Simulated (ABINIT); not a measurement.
Set up this calculation in ABINIT 10.8.3 (patched build), as the native input.

```yaml
Task: band structure
Functional: PBE
Potentials_or_basis: JTH PAW PBE v2.0
Cutoff: 408 eV
k_mesh: 9 × 9 × 2
Occupations: fermi-dirac, width 0.05 eV
Spin: no spin polarisation
Fine-grid_cutoff: 816.342 eV
```

The system is MoSe2.

```
Mo Se
1.0
     3.28800    0.00000    0.00000
    -1.64400    2.84749    0.00000
     0.00000    0.00000   12.90000
Mo Se
2 4
Direct
  0.66667 0.33333 0.75000
  0.33333 0.66667 0.25000
  0.66667 0.33333 0.37500
  0.33333 0.66667 0.87500
  0.66667 0.33333 0.12500
  0.33333 0.66667 0.62500
```

One way to write it, as run:

run.abi

```
# Datasets: ground state, then fixed potential
ndtset 2

# Pseudopotentials
pp_dirpath "./"
pseudos "Mo.GGA_PBE-JTH.xml, Se.GGA_PBE-JTH.xml"

# Structure
acell 3.288 3.288 12.9 Angstrom
rprim
     1.0000000000     0.0000000000     0.0000000000
    -0.5000000000     0.8660254038     0.0000000000
     0.0000000000     0.0000000000     1.0000000000
ntypat 2
znucl 42 34
natom 6
typat 1 1 2 2 2 2
xred
     0.6666666667     0.3333333333     0.7500000000
     0.3333333333     0.6666666667     0.2500000000
     0.6666666667     0.3333333333     0.3750000000
     0.3333333333     0.6666666667     0.8750000000
     0.6666666667     0.3333333333     0.1250000000
     0.3333333333     0.6666666667     0.6250000000

# Plane-wave basis
ecut 15.0
pawecutdg 30.0
pawxcdev 0

# Exchange and correlation
ixc 11

# Bands and occupations
occopt 3
tsmear 0.05 eV

# SCF cycle
nstep 100

# Output
iomode 3
prtwf 0
prteig 0
prtebands 0
enunit 1
prtden1 1

# Dataset 1
kptopt1 1
ngkpt1 9 9 2
nshiftk1 1
shiftk1 0.0 0.0 0.0
nband1 32
tolvrs1 1.0e-9

# Dataset 2: bands along G-M-K-G-A-L-H-A
iscf2 -2
getden2 1
nband2 38
nbdbuf2 4
tolwfr2 1.0e-11
kptopt2 -7
ndivsm2 6
prteig2 1
prtvol2 -3
kptbounds2
     0.0000000000     0.0000000000     0.0000000000
     0.5000000000     0.0000000000     0.0000000000
     0.3333333333     0.3333333333     0.0000000000
     0.0000000000     0.0000000000     0.0000000000
     0.0000000000     0.0000000000     0.5000000000
     0.5000000000     0.0000000000     0.5000000000
     0.3333333333     0.3333333333     0.5000000000
     0.0000000000     0.0000000000     0.5000000000
```

Potentials or basis: JTH PAW PBE v2.0.

The run is started by

```bash
$ abinit run.abi > log 2>&1
```

It gave:

The pressure is 8.3 GPa and the largest force is 1.138 eV/Å. The band gap on the k mesh is 0.89 eV, indirect (least direct gap 1.38 eV) and the band gap along the path is 0.84 eV, indirect (least direct gap 1.38 eV). The valence electrons inside the program's atomic spheres are Mo 11.32; Se 4.04, 4.03.

Caveat: the cell's inner coordinates are idealised or old, which leaves forces on the atoms; this functional lacks dispersion, which binds the layers, so the pressure and a relaxed spacing across them are unreliable.

Run time: 6.2 min on 1 thread of Arm Neoverse V1 (shared host), peak memory 0.33 GiB.
